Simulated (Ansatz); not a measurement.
**KTaO3 under changes of volume**

One of the cells (12.688 Å³/atom); the others are scaled copies at fixed shape and fractional positions:

```
Ta K O
1.0
     3.98830    0.00000    0.00000
     0.00000    3.98830    0.00000
     0.00000    0.00000    3.98830
Ta K O
1 1 3
Cartesian
  0.0000 0.0000 0.0000
  1.9942 1.9942 1.9942
  0.0000 0.0000 1.9942
  0.0000 1.9942 0.0000
  1.9942 0.0000 0.0000
```

- Program: Ansatz 0.2.0
- Functional: PBE
- Potentials or basis: Ansatz PAW
- Cutoff: 420 eV (not typed: the program's choice for these potentials)
- k mesh: 7 × 7 × 7
- Occupations: fermi-dirac, width 0.05 eV
- Spin: no spin polarisation

| volume (Å³/atom) | energy over the lowest point (meV/atom) | pressure (GPa) | gap on the mesh (eV) |
| --- | --- | --- | --- |
| 11.927 | 64.78 | 20.4 | 2.42 |
| 12.180 | 36.92 | 14.9 | 2.38 |
| 12.434 | 17.34 | 9.9 | 2.33 |
| 12.688 | 5.34 | 5.4 | 2.28 |
| 12.942 | 0.00 | 1.4 | 2.23 |
| 13.196 | 0.70 | -2.2 | 2.19 |
| 13.449 | ? | ? | ? |

Problem. What does the run at 13.449 Å³/atom give?

Solution. Energy over the lowest point 6.83 meV/atom; pressure -5.5 GPa; gap on the mesh 2.14 eV.

Worked out: A Birch-Murnaghan fit of order 3 (a polynomial in V^(-2/3)) to the other rows has its minimum at 13.04 Å³/atom with B0 = V·E''(V) = 186 GPa and B' = 4.8. It gives 6.71 meV/atom at 13.449 Å³/atom, against the run's 6.83, and -dE/dV = -5.4 GPa, against -5.5. A straight line through the other rows of the gap, of slope -2.33 eV per unit of ln V, extrapolates to 2.14 eV, against the run's 2.14.

Energies are extrapolated to zero smearing.

Caveats: odd divisions of the mesh miss points on the zone boundary, where band edges often lie, so the gap on the mesh can be too wide; spin-orbit coupling is left out, which moves the levels of the heavy elements.

A mesh can miss the band edges.
